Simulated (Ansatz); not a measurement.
## L1₀ (CuAu-type) CoPt

Method: BLYP (plane waves, PAW; Ansatz, an electronic-structure program).

Run with plane-wave cutoff 520 eV, 20×20×16 k mesh (along the axes of the cell as run), Fermi–Dirac smearing 0.05 eV, spin-polarised with parallel moments, scalar-relativistic PAW data made under PBE.

Cell (relaxed at this level):

```
CoPt
1.0
    2.74306     0.00000     0.00000
    0.00000     2.74306     0.00000
    0.00000     0.00000     3.79811
Co Pt
1 1
Direct
  0.00000   0.00000   0.00000
  0.50000   0.50000   0.50000
```
Starting moments (μB, in the order of the record's atoms Co Pt): 2.0 0.0.

For L1₀ (CuAu-type) CoPt, the bulk modulus B0 comes out as 182 GPa and the band gap is none. The magnetic moment (largest site, within a sphere) comes out as 1.96 μB and the pressure derivative B′ of the bulk modulus is 5.1.

Note: the bulk modulus comes from volumes at which shape and atoms were relaxed.

Moments are spin moments.

Spin–orbit coupling is not included.

Computed values are for the static lattice.

Computing time: roughly 13 core-minutes.
